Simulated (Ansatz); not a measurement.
## NaI: moving I off its site

NaI, Fm-3m, a = 6.473 Å (as given, not relaxed at this level: 0.4 GPa). Ansatz: PBE, PAW, 420 eV, Γ-centred 6×6×6 mesh on 2 atoms, Gaussian smearing 0.05 eV; no spin polarisation.

```yaml
crystal:
  lattice:
    - [0.00000, 3.23640, 3.23640]
    - [3.23640, 0.00000, 3.23640]
    - [3.23640, 3.23640, 0.00000]
  atoms:
    - { symbol: Na, position: [0.00000, 0.00000, 0.00000] }
    - { symbol: I, position: [0.50000, 0.50000, 0.50000] }
```

Atom 2 (I) moves by x along the unit vector (0.000, 0.000, 1.000), with its periodic images; all else is held. y is the free energy of the cell over the start, F the force along the path summed over the moved atoms. Symmetry makes y even in x.

```tsv
x (Å)	y (meV)	F (eV/Å)
-0.200	19.15	0.21
-0.100	4.53	0.09
0.000	0.00	0.00
0.025	?	?
0.050	1.12	-0.04
0.075	2.52	-0.07
0.125	7.15	-0.12
0.150	10.43	-0.14
0.175	14.41	-0.17
```

Question: Fit y = c2 x² + c4 x⁴ to the energies of the other rows, give the force constant, and predict energy and force of the missing row.

Answer: Least squares on the rows shown. y = 444.02 x² + 867.58 x⁴. The force constant is 2 c2 = 0.888 eV/Å² (for all images moving together, not for a lone atom). With two atoms in a cubic cell this is the optical mode at Γ without the LO field: ω = 521.5 √(2 c2/μ) = 111 cm⁻¹ for μ = 19.46 u. The force −dy/dx at the missing row is -0.02 eV/Å (computed -0.02). At x = 0.025 the fit asked for gives 0.28 meV. The run gave 0.28 meV, the same to the digits shown.